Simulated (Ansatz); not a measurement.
## SiNi3: do energies and stresses tell the same story?

Method: DFT PBE, scalar-relativistic, plane waves, PAW in Ansatz 0.2.0.

Cutoff 420 eV; k points 12×12×12 on the computed 4-atom cell (Γ-centred); Gaussian smearing, width 0.10 eV; no spin polarisation.

Relaxed cell: Pm-3m, a = 3.506 Å, b = 3.506 Å, c = 3.506 Å, α = 90.00°, β = 90.00°, γ = 90.00°, 4 atoms in the primitive cell. Whether it is the stable form of this composition wasn't checked.

Energies at zero smearing and pressures from the stress tensor, at volumes with shape and atoms relaxed:
| V (Å³/atom) | E − E(first) (meV/atom) | P (GPa) |
| --- | --- | --- |
| 9.483 | 0.00 | 36.94 |
| 9.807 | -62.31 | 25.19 |
| 10.130 | -102.86 | 15.32 |
| 10.453 | -125.11 | 7.01 |
| 10.776 | -131.95 | 0.01 |
| 11.100 | -125.83 | -5.88 |
| 11.423 | -108.81 | -10.82 |
| 11.854 | -72.13 | -16.20 |

Problem. Check P = −dE/dV between neighbouring volumes, and get the bulk modulus from the pressures alone.

Solution. With 1 eV/Å³ = 160.2 GPa:
| middle V (Å³/atom) | −ΔE/ΔV (GPa) | mean P (GPa) |
| --- | --- | --- |
| 9.645 | 30.881 | 31.067 |
| 9.968 | 20.095 | 20.254 |
| 10.291 | 11.026 | 11.160 |
| 10.615 | 3.391 | 3.507 |
| 10.938 | -3.034 | -2.933 |
| 11.261 | -8.435 | -8.350 |
| 11.639 | -13.633 | -13.514 |

The two differ by 0.19 GPa at most. The mean of two end pressures misses the average over a step by about ΔV² P″/12, up to 0.17 GPa here; with that taken off 0.02 GPa remains. Around V = 10.776 Å³/atom, the two neighbours give B = −V ΔP/ΔV = 10.776 × 12.88 / 0.647 = 214.7 GPa, against B0 = 213.4 GPa from the Birch–Murnaghan fit of the energies.

A ferromagnetic start lost its moments in a first run, so spin was left out; other magnetic orders weren't tried.